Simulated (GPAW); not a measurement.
A run of GPAW 26.7.0 is set up as follows.

run.py

```python
from ase import Atoms
from ase.dft.bandgap import bandgap
from ase.io import write
from ase.units import GPa
from gpaw import GPAW, PW

atoms = Atoms(['Ba', 'Zr', 'O', 'O', 'O'],
              cell=[[4.19134, 0.0, 0.0],
                    [0.0, 4.19134, 0.0],
                    [0.0, 0.0, 4.19134]],
              scaled_positions=[[0.0, 0.0, 0.0],
                                [0.5, 0.5, 0.5],
                                [0.5, 0.5, 0.0],
                                [0.5, 0.0, 0.5],
                                [0.0, 0.5, 0.5]],
              pbc=True)

calc = GPAW(mode=PW(600),
            xc='LDA',
            kpts={'size': (5, 5, 5), 'gamma': True},
            occupations={'name': 'fermi-dirac', 'width': 0.05},
            nbands=36,
            maxiter=120,
            txt='gpaw.txt')
atoms.calc = calc
energy = atoms.get_potential_energy()
forces = atoms.get_forces()
stress = atoms.get_stress()
calc.write('gs.gpw')
write('result.traj', atoms)
print(f'Energy: {energy:.6f} eV')
print('Forces (eV/A):')
print(forces.round(4))
print('Stress (GPa):', (stress / GPa).round(3))
print('Fermi level:', round(calc.get_fermi_level(), 4), 'eV')
print(f'Gap: {bandgap(calc)[0]:.4f} eV, direct: {bandgap(calc, direct=True)[0]:.4f} eV')
```

Potentials or basis: the program's PAW data sets (release 1.2.1) made for this functional, pw.

The run is started by

```sh
$ OMP_NUM_THREADS=1 python run.py
```

Question: Predict the pressure.

Answer: -9.8 GPa.

Question: What does it give for the band gap on the k mesh?

Answer: 3.20 eV, indirect (least direct gap 3.31 eV).

Caveat: the cutoff is short for stress and forces, so pressures can be off by a GPa or more; spin-orbit coupling is left out, which moves the levels of the heavy elements; an odd mesh through Γ misses points on the zone boundary, where band edges often lie. As with any semilocal functional, this LDA gap is likely too small.
